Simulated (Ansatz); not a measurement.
Method: DFT r2SCAN, scalar-relativistic, plane waves, PAW in Ansatz 0.2.0.

Structure of Ti₃Al₅:

```yaml
crystal:
  lattice:
    - [3.89829, 0.00000, 0.00000]
    - [0.00000, 3.89829, 0.00000]
    - [0.00000, 0.00000, 8.32493]
  atoms:
    - { symbol: Ti, position: [0.00000, 0.00000, 0.50000] }
    - { symbol: Ti, position: [0.50000, 0.50000, 0.00000] }
    - { symbol: Ti, position: [0.50000, 0.50000, 0.50000] }
    - { symbol: Al, position: [0.00000, 0.50000, 0.25133] }
    - { symbol: Al, position: [0.00000, 0.50000, 0.74867] }
    - { symbol: Al, position: [0.50000, 0.00000, 0.25133] }
    - { symbol: Al, position: [0.50000, 0.00000, 0.74867] }
    - { symbol: Al, position: [0.00000, 0.00000, 0.00000] }
```

Settings: cutoff 500 eV, Γ-centred mesh 10×10×4 on the computed 8-atom cell, Gaussian smearing of 0.10 eV; no spin polarisation.

Levels along Γ–X–M–Γ–Z–R–A–Z | X–R | M–A, in eV from the Fermi level, sorted by energy at each point. Points in fractions of the primitive reciprocal vectors: Γ (0.000 0.000 0.000), X (0.000 0.500 0.000), M (0.500 0.500 0.000), Z (0.000 0.000 0.500), R (0.000 0.500 0.500), A (0.500 0.500 0.500).
```csv
point,"k (1/Å, with 2π)",band 23,band 24,band 25,band 26,band 27,band 28,band 29
Γ,0.000,-1.10,-0.90,-0.18,0.21,0.21,0.67,1.18
-,0.115,-1.11,-0.87,0.16,0.17,0.23,0.65,1.21
-,0.230,-1.14,-0.78,0.06,0.28,0.61,0.61,1.27
-,0.345,-1.18,-0.64,-0.09,0.36,0.59,0.91,1.21
-,0.461,-1.03,-0.45,-0.25,0.44,0.60,1.05,1.19
-,0.576,-0.80,-0.39,-0.22,0.47,0.59,1.10,1.10
-,0.691,-0.56,-0.48,0.03,0.30,0.50,0.91,1.18
X,0.806,-0.52,-0.46,0.11,0.22,0.36,0.88,1.22
-,0.921,-0.56,-0.46,-0.12,0.13,0.29,1.02,1.23
-,1.036,-0.77,-0.61,-0.52,-0.06,0.12,1.24,1.37
-,1.151,-1.11,-1.02,-0.71,-0.22,0.00,1.26,1.60
-,1.266,-1.38,-1.25,-1.06,-0.37,-0.06,1.25,1.55
-,1.381,-1.49,-1.49,-1.42,-0.55,-0.10,1.20,1.59
-,1.497,-1.93,-1.54,-1.52,-0.76,-0.13,1.10,1.63
M,1.612,-2.22,-1.56,-1.56,-0.88,-0.14,1.05,1.64
-,1.775,-1.91,-1.52,-1.49,-0.68,-0.11,1.15,1.63
-,1.937,-1.38,-1.31,-1.30,-0.61,0.15,1.30,1.44
-,2.100,-1.10,-1.00,-0.61,-0.49,0.67,0.96,1.32
-,2.263,-1.01,-0.62,-0.50,0.39,0.48,1.00,1.24
-,2.426,-0.72,-0.23,-0.20,-0.05,0.48,0.92,1.63
-,2.589,-0.85,-0.67,0.08,0.17,0.29,0.69,1.28
Γ,2.752,-1.10,-0.90,-0.18,0.21,0.21,0.67,1.18
-,2.805,-1.11,-0.90,-0.17,0.23,0.23,0.67,1.13
-,2.859,-1.14,-0.90,-0.13,0.28,0.28,0.67,1.01
-,2.913,-1.14,-0.90,-0.07,0.36,0.36,0.67,0.85
-,2.967,-0.90,-0.90,-0.01,0.45,0.45,0.66,0.68
-,3.021,-0.90,-0.68,0.01,0.53,0.54,0.54,0.66
-,3.075,-0.90,-0.50,-0.03,0.44,0.60,0.60,0.66
Z,3.129,-0.90,-0.42,-0.07,0.41,0.63,0.63,0.66
-,3.244,-0.87,-0.30,-0.10,0.28,0.42,0.61,1.04
-,3.359,-0.78,-0.19,-0.17,-0.03,0.41,0.61,1.47
-,3.474,-0.64,-0.28,-0.27,-0.10,0.41,0.66,1.69
-,3.589,-0.45,-0.41,-0.27,-0.10,0.47,0.78,1.48
-,3.704,-0.40,-0.23,-0.22,-0.11,0.58,1.00,1.11
-,3.820,-0.24,-0.19,-0.07,0.01,0.66,0.71,0.95
R,3.935,-0.18,-0.09,-0.02,0.15,0.49,0.68,0.80
-,4.050,-0.64,-0.35,0.27,0.34,0.38,0.66,0.93
-,4.165,-1.21,-0.95,0.03,0.29,0.46,0.84,1.28
-,4.280,-1.77,-1.71,-0.31,0.17,0.20,1.24,1.62
-,4.395,-2.19,-1.61,-0.63,-0.05,-0.05,1.56,1.59
-,4.510,-1.85,-1.44,-0.91,-0.32,-0.28,1.53,1.62
-,4.625,-1.48,-1.29,-1.11,-0.63,-0.45,1.45,1.60
A,4.741,-1.23,-1.23,-1.18,-0.86,-0.51,1.40,1.59
-,4.903,-1.71,-1.24,-1.04,-0.53,-0.40,1.50,1.61
-,5.066,-2.03,-1.28,-0.70,-0.27,-0.04,1.68,1.70
-,5.229,-1.38,-0.98,-0.28,-0.26,0.66,1.34,1.54
-,5.392,-1.02,-0.60,-0.22,0.04,1.13,1.18,1.45
-,5.555,-0.71,-0.47,-0.13,0.06,0.73,1.08,1.21
-,5.718,-0.84,-0.23,-0.12,0.15,0.47,0.74,1.08
Z,5.880,-0.90,-0.42,-0.07,0.41,0.63,0.63,0.66
X,5.880,-0.52,-0.46,0.11,0.22,0.36,0.88,1.22
-,5.934,-0.50,-0.43,0.11,0.21,0.36,0.87,1.20
-,5.988,-0.46,-0.35,0.12,0.18,0.38,0.86,1.12
-,6.042,-0.39,-0.25,0.12,0.13,0.40,0.84,1.02
-,6.096,-0.32,-0.16,0.06,0.14,0.43,0.82,0.90
-,6.150,-0.25,-0.09,-0.01,0.14,0.46,0.79,0.81
-,6.204,-0.20,-0.07,-0.04,0.15,0.48,0.71,0.80
R,6.258,-0.18,-0.09,-0.02,0.15,0.49,0.68,0.80
M,6.258,-2.22,-1.56,-1.56,-0.88,-0.14,1.05,1.64
-,6.312,-2.24,-1.53,-1.53,-0.85,-0.15,1.07,1.64
-,6.365,-2.31,-1.47,-1.47,-0.79,-0.19,1.15,1.64
-,6.419,-2.22,-1.40,-1.40,-0.71,-0.26,1.27,1.65
-,6.473,-1.94,-1.33,-1.33,-0.63,-0.37,1.43,1.68
-,6.527,-1.64,-1.27,-1.27,-0.57,-0.52,1.55,1.58
-,6.581,-1.36,-1.24,-1.24,-0.71,-0.53,1.45,1.58
A,6.635,-1.23,-1.23,-1.18,-0.86,-0.51,1.40,1.59
```

Cost: 1 run of about 6.4 core-minutes, on Intel Xeon Processor @ 2.50GHz (Skylake/Cascade Lake) (shared hosts).